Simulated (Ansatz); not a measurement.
KBr, response to strain

The reference is KBr in the rock salt structure (space group Fm-3m, No. 225; a = 6.549 Å).

Strains are applied to the cell and any free atomic positions relax.

All numbers come from PBEsol, PAW, 420 eV (Ansatz, a program for electronic structure; no spin-orbit coupling).

```tsv
change	band gap	electron mass	width of the top valence band
base	4.34 eV	0.37 mₑ (at Γ)	0.57 eV
isotropic strain −3.00 %	___	0.35 mₑ (at Γ)	0.68 eV
isotropic strain −2.50 %	4.54 eV	0.35 mₑ (at Γ)	0.66 eV
isotropic strain −1.50 %	4.46 eV	0.36 mₑ (at Γ)	0.63 eV
isotropic strain −1.00 %	___	0.36 mₑ (at Γ)	0.61 eV
isotropic strain −0.50 %	___	0.37 mₑ (at Γ)	0.59 eV
isotropic strain +0.50 %	4.30 eV	0.37 mₑ (at Γ)	0.56 eV
isotropic strain +1.50 %	4.23 eV	0.38 mₑ (at Γ)	0.53 eV
isotropic strain +2.00 %	4.20 eV	0.38 mₑ (at Γ)	0.51 eV
isotropic strain +2.50 %	4.16 eV	0.38 mₑ (at Γ)	0.50 eV
```

Question: Some entries are withheld; estimate them.

Answer: 
- isotropic strain −3.00 %, band gap: 4.58 eV
- isotropic strain −1.00 %, band gap: 4.42 eV
- isotropic strain −0.50 %, band gap: 4.38 eV

Masses are band curvatures over ±0.01 Å⁻¹ around the edge. Whether these cells are dynamically stable was not tested.
